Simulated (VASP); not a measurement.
# Pd (P6_3/mmc) in VASP: a series of runs

One crystal, Pd, is run at these levels: PBE; tasks: single point.

All numbers are computed with VASP 6.6.1; they aren't measurements. Logs are shortened: lines on timing, memory, paths and dates and some standing lists are left out, and cuts for length are marked.

## Step 1: The structure

It takes space group P6_3/mmc (No. 194, hexagonal). The conventional cell has a = 2.784 Å, b = 2.784 Å, c = 4.629 Å, α = 90.00°, β = 90.00°, γ = 120.00°. Around Pd (site symmetry -6m2) lie 12 Pd at 2.78 to 2.82 Å.

This isn't the form of Pd at room conditions, which is fcc.

## Step 2: Single point, PBE

Input file INCAR:

```
SYSTEM = Pd
PREC = Accurate ; ENCUT = 400
EDIFF = 1E-6 ; ISMEAR = -1
SIGMA = 0.02 ; LREAL = .FALSE.
LASPH = .TRUE. ; NELM = 100
ALGO = Normal ; ISIF = 2
LWAVE = .FALSE. ; LCHARG = .FALSE.
GGA = PE ; ADDGRID = .FALSE.
```

Input file KPOINTS:

```
Automatic mesh
0
G
  20 20 11
  0 0 0
```

Input file POSCAR:

```
Pd
1.0
    2.7836650458      0.0000000000      0.0000000000
   -1.3918325229      2.4107246453      0.0000000000
    0.0000000000      0.0000000000      4.6288930000
Pd
2
Direct
    0.3690330000      0.6707680000      0.2457130000
    0.7034100000      0.3270270000      0.7475630000
```

Potentials or basis: VASP PAW PBE potentials, release 64 (Pd).

The run is started by

```sh
$ cat potpaw_PBE.64/Pd/POTCAR > POTCAR
$ mpirun -np 1 vasp_std > vasp.out
```

OUTCAR:

```text
SYSTEM = Pd
   PREC = Accurate
   ENCUT = 400
   EDIFF = 1E-6
   ISMEAR = -1
   LREAL = .FALSE.
   LASPH = .TRUE.
   NELM = 100
   ISIF = 2
   GGA = PE

 Found   2202 irreducible k-points:

 Following reciprocal coordinates:
            Coordinates               Weight
  0.000000  0.000000  0.000000      1.000000
  0.050000  0.000000  0.000000      2.000000
  0.000000  0.050000  0.000000      2.000000
 -0.050000  0.050000  0.000000      2.000000
  0.100000  0.000000  0.000000      2.000000
  0.000000  0.100000  0.000000      2.000000
   k-points           NKPTS =   2202   k-points in BZ     NKDIM =   2202   number of bands    NBANDS=     14
   number of dos      NEDOS =    301   number of ions     NIONS =      2
   total plane-waves  NPLWV =   9720
   dimension x,y,z NGX =    18 NGY =   18 NGZ =   30
   dimension x,y,z NGXF=    36 NGYF=   36 NGZF=   60
   ions per type =               2
   NGX,Y,Z   is equivalent  to a cutoff of  10.75, 10.75, 10.77 a.u.
   NGXF,Y,Z  is equivalent  to a cutoff of  21.50, 21.50, 21.55 a.u.
 SYSTEM =  Pd
   PREC   = accura    normal or accurate (medium, high low for compatibility)
   ISTART =      0    job   : 0-new  1-cont  2-samecut
   ICHARG =      2    charge: 1-file 2-atom 10-const
   ISPIN  =      1    spin polarized calculation?
   LNONCOLLINEAR =      F non collinear calculations
   LSORBIT =      F    spin-orbit coupling
   LASPH  =      T    aspherical Exc in radial PAW
   ENCUT  =  400.0 eV  29.40 Ry    5.42 a.u.   4.54  4.54  7.55*2*pi/ulx,y,z
   NELM   =    100;   NELMIN=  2; NELMDL= -5     # of ELM steps
   EDIFF  = 0.1E-05   stopping-criterion for ELM
   LREAL  =      F    real-space projection
   EDIFFG = 0.1E-04   stopping-criterion for IOM
   NSW    =      0    number of steps for IOM
   IBRION =     -1    ionic relax: 0-MD 1-quasi-New 2-CG
   NFREE  =      0    steps in history (QN), initial steepest desc. (CG)
   ISIF   =      2    stress and relaxation
   ISYM   =      2    0-nonsym 1-usesym 2-fastsym
   POTIM  = 0.5000    time-step for ionic-motion
   TEBEG  =    0.0;   TEEND  =   0.0 temperature during run
   PSTRESS=    0.0 pullay stress
   NELECT =      20.0000    total number of electrons
   NUPDOWN=      -1.0000    fix difference up-down
   EMIN   =  10.00;   EMAX   =-10.00  energy-range for DOS
   EFERMI =   0.00;   METHOD = LEGACY
   ISMEAR =    -1;   SIGMA  =   0.02  broadening in eV -4-tet -1-fermi 0-gaus
   EFERMI_NEDOS =   21; number of points for ismear=-14 and -15
   IALGO  =     38    algorithm
   IMIX   =      4    mixing-type and parameters
     AMIX     =   0.40;   BMIX     =  1.00
     AMIX_MAG =   1.60;   BMIX_MAG =  1.00
  volume/ion in A,a.u.               =      15.53       104.81
  Fermi-wavevector in a.u.,A,eV,Ry     =   1.413636  2.671385 27.189429  1.998367
  Thomas-Fermi vector in A             =   2.535261
   LORBIT       =      0    0 simple, 1 ext, 2 COOP (PROOUT), +10 PAW based schemes
   GGA     = PE    functional components
   LHFCALC =     F    Hartree Fock is set to
   AEXX    =    0.0000 exact exchange contribution
   IVDW    =     0    specifies the selected vdW correction
   LEPSILON=     F    determine dielectric tensor
   LRPA    =     F    only Hartree local field effects (RPA)
 non-spin polarized calculation
  energy-cutoff  :      400.00
  volume of cell :       31.06
 maximum number of plane-waves:       586
   NGX =  9   NGY =  9   NGZ = 15

 number of electron      20.0000000 magnetization

 Free energy of the ion-electron system (eV)
  ---------------------------------------------------
  ext. energy  EPLUGINS =         0.00000000
  ---------------------------------------------------
  free energy    TOTEN  =       -10.36798635 eV

  energy without entropy =      -10.35972530  energy(sigma->0) =      -10.36385583

 E-fermi :   8.9315     XC(G=0): -12.8626

 val. band max:        8.9304343058   @ k =   0.3500  -0.0500  -0.0909
 cond. band min:       8.9315187594   @ k =  -0.2000   0.4000   0.4545
 fundamental gap:      0.0010844536
 Fermi energy:         8.9315173586

 k-point     1 :       0.0000    0.0000    0.0000
  band No.  band energies     occupation
      1       2.1888      2.00000
      2       4.0210      2.00000
      3       6.2296      2.00000
      4       6.4019      2.00000
      5       6.4239      2.00000
      6       6.7275      2.00000
      7       6.7530      2.00000
      8       7.3405      2.00000
      9       7.4406      2.00000
     10       8.6704      2.00000
     11       8.7663      1.99948
     12       9.9222      0.00000
     13      15.5912      0.00000
     14      26.0083      0.00000

 k-point     2 :       0.0500    0.0000    0.0000
  band No.  band energies     occupation
      1       2.2676      2.00000
      2       4.0773      2.00000
      3       6.1758      2.00000
      4       6.4514      2.00000
      5       6.4711      2.00000
      6       6.7127      2.00000
      7       6.7900      2.00000
      8       7.2957      2.00000
      9       7.3982      2.00000
     10       8.3498      2.00000
     11       8.7331      1.99990
     12      10.3856      0.00000
     13      15.5940      0.00000
     14      26.0274      0.00000

 k-point     3 :       0.0000    0.0500    0.0000
  band No.  band energies     occupation
      1       2.2677      2.00000
      2       4.0777      2.00000
      3       6.1725      2.00000
      4       6.4490      2.00000
      5       6.4742      2.00000
      6       6.7276      2.00000
      7       6.7774      2.00000
      8       7.2894      2.00000
      9       7.4045      2.00000
     10       8.3785      2.00000
     11       8.6971      1.99998
     12      10.3930      0.00000
     13      15.5939      0.00000
     14      26.0201      0.00000

 k-point     4 :      -0.0500    0.0500    0.0000
  band No.  band energies     occupation
      1       2.2675      2.00000
      2       4.0767      2.00000
      3       6.1800      2.00000
      4       6.4535      2.00000
      5       6.4679      2.00000
      6       6.7014      2.00000
      7       6.7990      2.00000
      8       7.3085      2.00000
      9       7.3847      2.00000
     10       8.3189      2.00000
     11       8.7748      1.99921
     12      10.3752      0.00000
     13      15.5942      0.00000
     14      26.0368      0.00000

 k-point     5 :       0.1000    0.0000    0.0000
  band No.  band energies     occupation
      1       2.4987      2.00000
      2       4.2352      2.00000
      3       6.0529      2.00000
      4       6.5397      2.00000
      5       6.6176      2.00000
      6       6.6731      2.00000
      7       6.9278      2.00000
      8       7.1158      2.00000
      9       7.2847      2.00000
     10       7.8297      2.00000
     11       8.7670      1.99947
     12      11.2353      0.00000
     13      15.6054      0.00000
     14      25.8720      0.00000

 k-point     6 :       0.0000    0.1000    0.0000
  band No.  band energies     occupation
      1       2.4991      2.00000
      2       4.2370      2.00000
      3       6.0455      2.00000
      4       6.5249      2.00000
      5       6.6243      2.00000
      6       6.6978      2.00000
      7       6.9166      2.00000
      8       7.1024      2.00000
      9       7.3059      2.00000
     10       7.8396      2.00000
     11       8.7374      1.99988
     12      11.2478      0.00000
     13      15.6051      0.00000
     14      25.8430      0.00000

 [... further k-points ...]
[... 5 lines left out ...]
  --------------------------------------------------------------------------------------
  -------------------------------------------------------------------------------------
  Total       -0.5623307     -0.4506035     -0.2520169      0.0365465     -0.0023669      0.0014503
  in kB      -29.0041835    -23.2414630    -12.9986603      1.8850127     -0.1220788      0.0748051
  external PRESSURE =     -21.7481023 kB  Pullay stress =       0.0000000 kB

 VOLUME and BASIS-vectors are now :
 -----------------------------------------------------------------------------
  energy-cutoff  :      400.00
  volume of cell :       31.06
      direct lattice vectors                 reciprocal lattice vectors
     2.783665046  0.000000000  0.000000000     0.359238624  0.207406516  0.000000000
    -1.391832523  2.410724645  0.000000000     0.000000000  0.414813032  0.000000000
     0.000000000  0.000000000  4.628893000     0.000000000  0.000000000  0.216034374

 POSITION                                       TOTAL-FORCE (eV/Angst)
 -----------------------------------------------------------------------------------
      0.09367      1.61704      1.13738         0.011466     -0.021348      0.069135
      1.50289      0.78837      3.46039        -0.011466      0.021348     -0.069135
 -----------------------------------------------------------------------------------
    total drift:                               -0.000017     -0.000004      0.000091

  FREE ENERGIE OF THE ION-ELECTRON SYSTEM (eV)
  ---------------------------------------------------
  free  energy   TOTEN  =       -10.3679863506 eV

  energy  without entropy=      -10.3597253009  energy(sigma->0) =      -10.36385583
```

It took 3 min on 1 thread of AMD EPYC 9R45 (Zen 5), shared host; peak memory 0.61 GiB.

These settings aren't checked as converged: the numbers below hold their error.

What came out:

```yaml
Free_energy: -10.3680 eV
Pressure: -2.2 GPa
Largest_force: 0.073 eV/Å
Band_gap_on_the_k_mesh: none (metal or under the smearing width)
```

## Step 3: Single point, PBE

Input file INCAR:

```
SYSTEM = Pd
PREC = Accurate ; ENCUT = 400
EDIFF = 1E-6 ; ISMEAR = -5
SIGMA = 0.2 ; LREAL = .FALSE.
LASPH = .TRUE. ; NELM = 100
ALGO = Normal ; ISIF = 2
LWAVE = .FALSE. ; LCHARG = .FALSE.
GGA = PE ; ADDGRID = .FALSE.
```

KPOINTS is that of step 2.

Input file POSCAR:

```
Pd
1.0
    2.7836650458      0.0000000000      0.0000000000
   -1.3918325229      2.4107246453      0.0000000000
    0.0000000000      0.0000000000      4.6288930000
Pd
2
Direct
    0.3333333333      0.6666666667      0.2500000000
    0.6666666667      0.3333333333      0.7500000000
```

Potentials or basis: VASP PAW PBE potentials, release 64 (Pd).

The run is started by

```sh
$ cat potpaw_PBE.64/Pd/POTCAR > POTCAR
$ mpirun -np 1 vasp_std > vasp.out
```

OUTCAR:

```text
SYSTEM = Pd
   PREC = Accurate
   ENCUT = 400
   EDIFF = 1E-6
   ISMEAR = -5
   LREAL = .FALSE.
   LASPH = .TRUE.
   NELM = 100
   ISIF = 2
   GGA = PE

 Found    264 irreducible k-points:

 Following reciprocal coordinates:
            Coordinates               Weight
  0.000000  0.000000  0.000000      1.000000
  0.050000  0.000000  0.000000      6.000000
  0.100000  0.000000  0.000000      6.000000
  0.150000  0.000000  0.000000      6.000000
  0.200000  0.000000  0.000000      6.000000
  0.250000  0.000000  0.000000      6.000000
   k-points           NKPTS =    264   k-points in BZ     NKDIM =    264   number of bands    NBANDS=     14
   number of dos      NEDOS =    301   number of ions     NIONS =      2
   total plane-waves  NPLWV =   9720
   dimension x,y,z NGX =    18 NGY =   18 NGZ =   30
   dimension x,y,z NGXF=    36 NGYF=   36 NGZF=   60
   ions per type =               2
   NGX,Y,Z   is equivalent  to a cutoff of  10.75, 10.75, 10.77 a.u.
   NGXF,Y,Z  is equivalent  to a cutoff of  21.50, 21.50, 21.55 a.u.
 SYSTEM =  Pd
   PREC   = accura    normal or accurate (medium, high low for compatibility)
   ISTART =      0    job   : 0-new  1-cont  2-samecut
   ICHARG =      2    charge: 1-file 2-atom 10-const
   ISPIN  =      1    spin polarized calculation?
   LNONCOLLINEAR =      F non collinear calculations
   LSORBIT =      F    spin-orbit coupling
   LASPH  =      T    aspherical Exc in radial PAW
   ENCUT  =  400.0 eV  29.40 Ry    5.42 a.u.   4.54  4.54  7.55*2*pi/ulx,y,z
   NELM   =    100;   NELMIN=  2; NELMDL= -5     # of ELM steps
   EDIFF  = 0.1E-05   stopping-criterion for ELM
   LREAL  =      F    real-space projection
   EDIFFG = 0.1E-04   stopping-criterion for IOM
   NSW    =      0    number of steps for IOM
   IBRION =     -1    ionic relax: 0-MD 1-quasi-New 2-CG
   NFREE  =      0    steps in history (QN), initial steepest desc. (CG)
   ISIF   =      2    stress and relaxation
   ISYM   =      2    0-nonsym 1-usesym 2-fastsym
   POTIM  = 0.5000    time-step for ionic-motion
   TEBEG  =    0.0;   TEEND  =   0.0 temperature during run
   PSTRESS=    0.0 pullay stress
   NELECT =      20.0000    total number of electrons
   NUPDOWN=      -1.0000    fix difference up-down
   EMIN   =  10.00;   EMAX   =-10.00  energy-range for DOS
   EFERMI =   0.00;   METHOD = LEGACY
   ISMEAR =    -5;   SIGMA  =   0.20  broadening in eV -4-tet -1-fermi 0-gaus
   EFERMI_NEDOS =   21; number of points for ismear=-14 and -15
[... 19 lines left out ...]
   NGX =  9   NGY =  9   NGZ = 15

 number of electron      19.9999992 magnetization

 Free energy of the ion-electron system (eV)
  ---------------------------------------------------
  ext. energy  EPLUGINS =         0.00000000
  ---------------------------------------------------
  free energy    TOTEN  =       -10.36594152 eV

  energy without entropy =      -10.36594152  energy(sigma->0) =      -10.36594152

 E-fermi :   8.9323     XC(G=0): -12.8622

 val. band max:        9.0243909913   @ k =   0.5000   0.0000   0.3636
 cond. band min:       8.7957030439   @ k =   0.0000   0.0000   0.1818
 fundamental gap:     -0.2286879474
 Fermi energy:         8.9322521187

 k-point     1 :       0.0000    0.0000    0.0000
  band No.  band energies     occupation
      1       2.1888      2.00000
      2       4.0219      2.00000
      3       6.2344      2.00000
      4       6.4170      2.00000
      5       6.4170      2.00000
      6       6.7437      2.00000
      7       6.7437      2.00000
      8       7.3908      2.00000
      9       7.3908      2.00000
     10       8.7206      2.00000
     11       8.7206      2.00000
     12       9.9209      0.00000
     13      15.5921      0.00000
     14      26.0106      0.00000
[... 71 lines left out ...]
      1       3.8070      2.00000
      2       4.6975      2.00000
      3       5.7464      2.00000
      4       5.9208      2.00000
      5       6.3744      2.00000
      6       6.8393      2.00000
      7       7.1082      2.00000
      8       7.4927      2.00000
      9       7.5620      2.00000
     10       7.7914      2.00000
     11       8.9020      2.00000
     12      14.2820      0.00000
     13      15.8169      0.00000
     14      21.4306      0.00000

 [... further k-points ...]

------------------------ aborting loop because EDIFF is reached ----------------------------------------

  FORCE on cell =-STRESS in cart. coord.  units (eV):
  Direction    XX          YY          ZZ          XY          YZ          ZX
  --------------------------------------------------------------------------------------
  -------------------------------------------------------------------------------------
  Total       -0.4971847     -0.4971847     -0.2822448      0.0000000     -0.0000000      0.0000000
  in kB      -25.6440490    -25.6440490    -14.5577692      0.0000000     -0.0000000      0.0000000
  external PRESSURE =     -21.9486224 kB  Pullay stress =       0.0000000 kB

 VOLUME and BASIS-vectors are now :
 -----------------------------------------------------------------------------
  energy-cutoff  :      400.00
  volume of cell :       31.06
      direct lattice vectors                 reciprocal lattice vectors
     2.783665046  0.000000000  0.000000000     0.359238624  0.207406516  0.000000000
    -1.391832523  2.410724645  0.000000000     0.000000000  0.414813032  0.000000000
     0.000000000  0.000000000  4.628893000     0.000000000  0.000000000  0.216034374

 POSITION                                       TOTAL-FORCE (eV/Angst)
 -----------------------------------------------------------------------------------
     -0.00000      1.60715      1.15722         0.000000     -0.000000      0.000000
      1.39183      0.80357      3.47167        -0.000000      0.000000      0.000000
 -----------------------------------------------------------------------------------
    total drift:                               -0.000000      0.000000     -0.000000

  FREE ENERGIE OF THE ION-ELECTRON SYSTEM (eV)
  ---------------------------------------------------
  free  energy   TOTEN  =       -10.3659415157 eV

  energy  without entropy=      -10.3659415157  energy(sigma->0) =      -10.36594152
```

OSZICAR:

```text
N       E                     dE             d eps       ncg     rms          rms(c)
DAV:   1     0.908118070933E+02    0.90812E+02   -0.91544E+03  7416   0.113E+03
DAV:   2    -0.955453114000E+01   -0.10037E+03   -0.95979E+02  7986   0.254E+02
DAV:   3    -0.108767837408E+02   -0.13223E+01   -0.13145E+01  8964   0.339E+01
DAV:   4    -0.108842819297E+02   -0.74982E-02   -0.75014E-02  8508   0.240E+00
DAV:   5    -0.108843994741E+02   -0.11754E-03   -0.11758E-03  8928   0.325E-01    0.951E+00
DAV:   6    -0.103871350487E+02    0.49726E+00   -0.14580E+00  7680   0.132E+01    0.466E+00
DAV:   7    -0.103711242802E+02    0.16011E-01   -0.94289E-03  8580   0.831E-01    0.239E+00
DAV:   8    -0.103659255420E+02    0.51987E-02   -0.14515E-03  7902   0.322E-01    0.695E-02
DAV:   9    -0.103659303627E+02   -0.48206E-05   -0.23559E-05  9156   0.432E-02    0.156E-02
DAV:  10    -0.103659445754E+02   -0.14213E-04   -0.45426E-06  8196   0.220E-02    0.553E-03
DAV:  11    -0.103659419289E+02    0.26464E-05   -0.92946E-08  4566   0.328E-03    0.523E-04
DAV:  12    -0.103659415157E+02    0.41328E-06   -0.10823E-08  4056   0.863E-04
   1 F= -.10365942E+02 E0= -.10365942E+02  d E =0.000000E+00
```

Run time: 26 s. Hardware: 1 thread of AMD EPYC 9R45 (Zen 5), shared host; peak memory 0.16 GiB.

These settings aren't checked as converged: the numbers below hold their error.

What came out:

- Free energy: -10.3659 eV
- Pressure: -2.2 GPa
- Band gap on the k mesh: none (metal or under the smearing width)

Caveat: tetrahedron occupations give inexact forces and stress in metals.

## Step 4: Single point, PBE

INCAR is that of step 3.

KPOINTS is that of step 3.

Input file POSCAR:

```
Pd
1.0
    2.7836650458      0.0000000000      0.0000000000
   -1.3918325229      2.4107246453      0.0000000000
    0.0000000000      0.0000000000      4.6288930000
Pd
2
Direct
    0.3690330000      0.6707680000      0.2457130000
    0.7034100000      0.3270270000      0.7475630000
```

The run is started by

```sh
$ cat potpaw_PBE.64/Pd/POTCAR > POTCAR
$ mpirun -np 1 vasp_std > vasp.out
```

Run time: 3.8 min. Hardware: 1 thread of AMD EPYC 9R45 (Zen 5), shared host; peak memory 0.64 GiB.

These settings aren't checked as converged: the numbers below hold their error.

What came out:

```
Free energy            : -10.3652 eV
Pressure               : -2.2 GPa
Largest force          : 0.073 eV/Å
Band gap on the k mesh : none (metal or under the smearing width)
```

Caveat: tetrahedron occupations give inexact forces and stress in metals.

(Part 1 of 2 ends here.)
